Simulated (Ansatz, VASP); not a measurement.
BP: VASP beside Ansatz

File INCAR:

```
SYSTEM = BP
  PREC = Accurate
  ENCUT = 520
  EDIFF = 1E-7
  ISMEAR = -1
  SIGMA = 0.05
  LREAL = .False.
  LASPH = .True.
  NELM = 80
  ALGO = Normal
  ISIF = 2
  LWAVE = .False.
  LCHARG = .False.
  GGA = CA
  NBANDS = 11
```

KPOINTS

```
Automatic mesh
0
Gamma
  15 15 15
  0 0 0
```

The input POSCAR:

```
BP
1.0
    0.0000000000      2.3135014941      2.3135014941
    2.3135014941      0.0000000000      2.3135014941
    2.3135014941      2.3135014941      0.0000000000
B P
1 1
Direct
    0.0000000000      0.0000000000      0.0000000000
    0.7500000000      0.7500000000      0.7500000000
```

Input for Ansatz:

```yaml
crystal:
  lattice:
    - [0.0, 2.3135014941, 2.3135014941]
    - [2.3135014941, 0.0, 2.3135014941]
    - [2.3135014941, 2.3135014941, 0.0]
  atoms:
    - { symbol: B, position: [0.0, 0.0, 0.0] }
    - { symbol: P, position: [0.75, 0.75, 0.75] }
kpoints:
  mp_grid: { grid: [15, 15, 15] }
  band_path:
    path:
      - [0.0, 0.0, 0.0]
      - [-0.5, -0.5, 0.0]
      - [-0.375, -0.375, 0.25]
      - [-0.375, 0.0, 0.375]
      - [0.0, 0.0, 0.0]
      - [0.0, 0.0, 0.5]
      - [-0.5, -0.25, 0.25]
      - [-0.5, -0.5, 0.0]
    npoints: 5
scf:
  occupations: { method: fermi_dirac, width: 0.05 }
hamiltonian:
  xc: lda
  pseudopotentials: { kind: all_electron, lapw: { basis_error: 0.001 } }
output:
  forces: true
  stress: true
  eigenvalues: true
```

Change from the starting cell: volume scaled by 1.06.

Alike in both runs: task single point; functional LDA; k mesh 15 × 15 × 15; occupations fermi-dirac, width 0.05 eV; no spin polarisation.

```csv
,VASP,Ansatz
version,VASP 6.6.1,Ansatz 0.2.0
potentials or method,"VASP PAW LDA potentials, release 64 (B, P)","all-electron LAPW, scalar-relativistic"
plane-wave cutoff (eV),520,see its input
```

|  | VASP | Ansatz | Ansatz less VASP |
| --- | --- | --- | --- |
| pressure (GPa) | -13.4 | -13.3 | +0.06 |

Ansatz ran all-electron here, so the differences hold the error of VASP's frozen core and of both bases.

Caveats: an odd mesh through Γ misses points on the zone boundary, where band edges often lie.
